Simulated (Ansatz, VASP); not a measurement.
## Co: VASP beside Ansatz

INCAR

```
PREC = Accurate
ENCUT = 520
EDIFF = 1E-7
ISMEAR = -1
SIGMA = 0.05
LREAL = F
LASPH = T
NELM = 150
ALGO = Normal
ISIF = 2
LWAVE = F
LCHARG = F
ISPIN = 2
MAGMOM = 2 2 2 2
LORBIT = 11
LMAXMIX = 4
GGA = PE
NBANDS = 30
```

KPOINTS

```
regular mesh
0
Gamma
  12 12 4
```

POSCAR

```
Co
1.0
    2.4705617809      0.0000000000      0.0000000000
   -1.2352808905      2.1395692639      0.0000000000
    0.0000000000      0.0000000000      8.0882338000
Co
4
Direct
    0.6662920000      0.3267340000      0.7428740000
   -0.0105800000      0.0020010000      0.4962430000
    0.3475060000      0.6953560000      0.2541610000
    0.0164810000     -0.0018140000     -0.0066470000
```

Contents of input.yaml:

```yaml
crystal:
  lattice:
    - [2.4705617809, 0.0, 0.0]
    - [-1.2352808905, 2.1395692639, 0.0]
    - [0.0, 0.0, 8.0882338]
  atoms:
    - { symbol: Co, position: [0.666292, 0.326734, 0.742874], spin: 2.0 }
    - { symbol: Co, position: [-0.01058, 0.002001, 0.496243], spin: 2.0 }
    - { symbol: Co, position: [0.347506, 0.695356, 0.254161], spin: 2.0 }
    - { symbol: Co, position: [0.016481, -0.001814, -0.006647], spin: 2.0 }
hamiltonian:
  xc: pbe
  pseudopotentials: { kind: paw }
magnetization:
  spin_polarized: true
kpoints:
  mp_grid: { grid: [12, 12, 4] }
scf:
  occupations: { method: fermi_dirac, width: 0.05 }
output:
  forces: true
  stress: true
  eigenvalues: true
```

Change from the starting cell: atoms moved at random, drawn with an rms of 0.05 Å.

Alike in both runs: task single point; functional PBE; k mesh 12 × 12 × 4; occupations fermi-dirac, width 0.05 eV; collinear spin, ferromagnetic start.

|  | VASP | Ansatz |
| --- | --- | --- |
| version | VASP 6.6.1 | Ansatz 0.2.0 |
| potentials or method | VASP PAW PBE potentials, release 64 (Co) | Ansatz PAW |
| plane-wave cutoff (eV) | 520 | 420 |
| valence electrons in the cell | 36 | 68 |

```csv
,VASP,Ansatz,Ansatz less VASP
gap on the k mesh at the Fermi level (eV),none,none,-
pressure (GPa),4.3,5.2,+0.88
largest component of the traceless stress (GPa),2.01,2.06,+0.050
rms of the force components (eV/Å),0.253,0.260,+0.0074
net moment per atom (μB),1.64,1.65,+0.010
size of the moment on the site where the two differ most (μB),1.67,1.74,+0.067
```

Site moments also hang on the region over which each program counts them. Atom by atom the forces differ by 0.007 eV/Å (rms over components). A gap of «none» marks a metal or a gap that the smearing closes. The functional is the same, so the differences come from potentials, cutoffs and numerics. The two sets of potentials don't hold the same shells in valence.
